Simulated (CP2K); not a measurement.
Runs of CP2K 2026.2 on CuO. The typed cell holds 4 atoms: a = 2.993 Å, b = 2.993 Å, c = 5.184 Å, α = 73.22°, β = 73.22°, γ = 60.00°. The cell comes from a database or a generator and needn't be the stable form of this composition.

```tsv
task	level	potentials or basis	cell	k mesh	smearing	EPS_DEFAULT	NGRIDS	EXTRAPOLATION	optimiser	most steps	gap on the mesh (eV)	pressure (GPa)	largest force (eV/Å)
relaxation of cell and atoms	PBEsol	POTENTIAL_UZH Cu GTH-PBE-q11, O GTH-PBE-q6; TZVP-MOLOPT-PBE-GTH basis	relaxed from: all O atoms moved 0.2 Å in one direction	8 × 8 × 4	fermi-dirac 0.05 eV	1.0E-9	5	USE_PREV_P	BFGS	40	none	0.0	0.06
band structure	PBEsol	POTENTIAL_UZH Cu GTH-PBE-q11, O GTH-PBE-q6; TZVP-MOLOPT-PBE-GTH basis	all O atoms moved 0.2 Å in one direction	10 × 10 × 6	fermi-dirac 0.05 eV	1.0E-10	4	-	-	-	none	0.2	1.27
band structure	LDA	GTH_POTENTIALS Cu GTH-PADE-q11, O GTH-PADE-q6; TZVP-MOLOPT-PBE-GTH basis	all O atoms moved 0.2 Å in one direction	10 × 10 × 6	fermi-dirac 0.05 eV	1.0E-9	4	-	-	-	none	(a)	(b)
band structure	r2SCAN	POTENTIAL_UZH Cu GTH-SCAN-q11, O GTH-SCAN-q6; TZVP-MOLOPT-SCAN-GTH basis	all O atoms moved 0.2 Å in one direction	10 × 10 × 6	fermi-dirac 0.0259 eV	1.0E-9	4	-	-	-	none	0.5	-
```

Alike in all rows: no spin polarisation.

Q: Estimate the missing entries.

A: (a) -7.8; (b) 1.16.

Caveats: the basis of atomic orbitals isn't converged, which shifts pressures, moduli and gaps; the run has no spin polarisation, though such a crystal can be magnetic; semilocal functionals often make such compounds metallic where correlation or magnetic order opens a gap, which also shifts bond lengths; the potentials were made for another functional, which shifts forces and pressure (some runs); forces of over 1 eV/Å show positions far from the minimum, so gaps and moduli don't describe the material at rest (some runs); the forces don't sum to zero, a sign of grid noise (some runs).

A gap of «none» marks a metal or a gap under the smearing width.

Runs at the PBE level aren't shown here.
